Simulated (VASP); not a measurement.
Take Li₂O (antifluorite), against free atoms with fixed spin and no zero-point term, in VASP with PAW potentials, and its cohesive energy.

Task: One run gives 4.11 eV/atom. Which level is it?
A. RPBE
B. LDA
C. PBEsol

Result: C, PBEsol.  The others give 4.61 (LDA), 3.71 (RPBE).

Only levels that ran to the end are used. Left out are those held back, those with too coarse a band path, GW runs whose mesh misses a band edge, hybrids' fits of cells that aren't cubic and levels without matching references; a question may draw on a part of the rest.
